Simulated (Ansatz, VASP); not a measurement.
# One calculation of HfB, two programs

```
Hf B
1.0
     0.00000    2.31000    2.31000
     2.31000    0.00000    2.31000
     2.31000    2.31000    0.00000
Hf B
1 1
Direct
  0.50000 0.50000 0.50000
  0.00000 0.00000 0.00000
```

Alike in both runs: task single point; functional LDA; k mesh 15 × 15 × 15; occupations fermi-dirac, width 0.05 eV; no spin polarisation.

```csv
,VASP,Ansatz
version,VASP 6.6.1,Ansatz 0.2.0
potentials or method,"VASP PAW LDA potentials, release 64 (Hf_pv, B), cutoff 520 eV","all-electron LAPW, scalar-relativistic"
```

VASP gave:

* pressure (GPa): 20.0

Question: Which values does Ansatz return?

Answer: Pressure (GPa): 18.3.

Ansatz ran all-electron here, so the differences hold the error of VASP's frozen core and of both bases.

Caveats: so large a pressure means that the cell lies far from this level's equilibrium, or that cutoff or potentials fall short (VASP). Spin-orbit coupling is left out, which matters for the levels of Hf.
